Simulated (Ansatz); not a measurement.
Crystal: EuO, rock salt type, 2 atoms in the cell.

Computed with PBE, plane waves, PAW datasets (generated soft set 1) (Ansatz 0.2.0 development build).

Cutoff 420 eV; k-mesh 39×39×39 Γ-centred; Fermi–Dirac smearing of 0.0612 eV; no spin polarisation; no spin–orbit coupling.

Question: What equilibrium volume, lattice constant and bulk modulus does this give?

Answer: V₀ = 14.244 Å³/atom (a₀ = 4.848 Å), B₀ = 130 GPa, B₀′ = 4.78. The points behind the fit:

```tsv
V (Å³/atom)	a (Å)	E − E(min) (meV/atom)	P (GPa)
13.396	4.7500	23.06	9.25
13.681	4.7834	9.75	5.78
13.966	4.8164	2.28	2.69
14.251	4.8490	0.00	-0.07
14.536	4.8811	2.34	-2.52
14.821	4.9128	8.80	-4.70
15.106	4.9441	18.93	-6.65
```

The published all-electron PBE values for this crystal (mean of FLEUR and WIEN2k, k-spacing 0.06 Å⁻¹; Bosoni et al., Nat. Rev. Phys. 6, 45 (2024)) are V₀ = 14.252 Å³/atom, B₀ = 130.0 GPa, B₀′ = 4.77.

The stress includes the program's correction for the finite plane-wave basis.

The open f shell is treated without spin here, so this is a model state and not the ground state.
